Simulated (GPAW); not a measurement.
Crystal: Ir.

```
CELL_PARAMETERS angstrom
0.00000 1.91560 1.91560
1.91560 0.00000 1.91560
1.91560 1.91560 0.00000
ATOMIC_POSITIONS crystal
Ir 0.00000 0.00000 0.00000
```

- Program: GPAW 26.7.0
- Task: relaxation of cell and atoms
- Functional: PBEsol
- Dispersion: D4
- Potentials or basis: PAW data sets generated in the run's folder for this functional
- Cutoff: 600 eV
- Basis: pw
- k mesh: 12 × 12 × 12
- Occupations: fermi-dirac, width 0.05 eV
- Spin: no spin polarisation

At the start: pressure -7.4 GPa; volume 14.06 Å³/atom.

Question: Where does the relaxation end?

Answer: Over 3 steps the energy falls by 6.1 meV/atom and the volume is 13.80 Å³/atom (-1.9 %); space group Fm-3m (No. 225, to 0.05 Å).

Step by step:
| step | energy change (eV) | largest force (eV/Å) | pressure (GPa) | volume (Å³) |
| --- | --- | --- | --- | --- |
| 1 | 0.0000 | 0.0000 | -7.43 | 14.06 |
| 2 | -0.0047 | 0.0000 | 3.64 | 13.67 |
| 3 | -0.0061 | 0.0000 | -0.10 | 13.80 |

Final structure:
```
Ir
1.0
     0.00000    1.90356    1.90356
     1.90356    0.00000    1.90356
     1.90356    1.90356    0.00000
Ir
1
Cartesian
  0.0000 0.0000 0.0000
```

Caveat: later steps reuse the first step's grids; pairwise dispersion overbinds metals, which lowers pressure and volume.
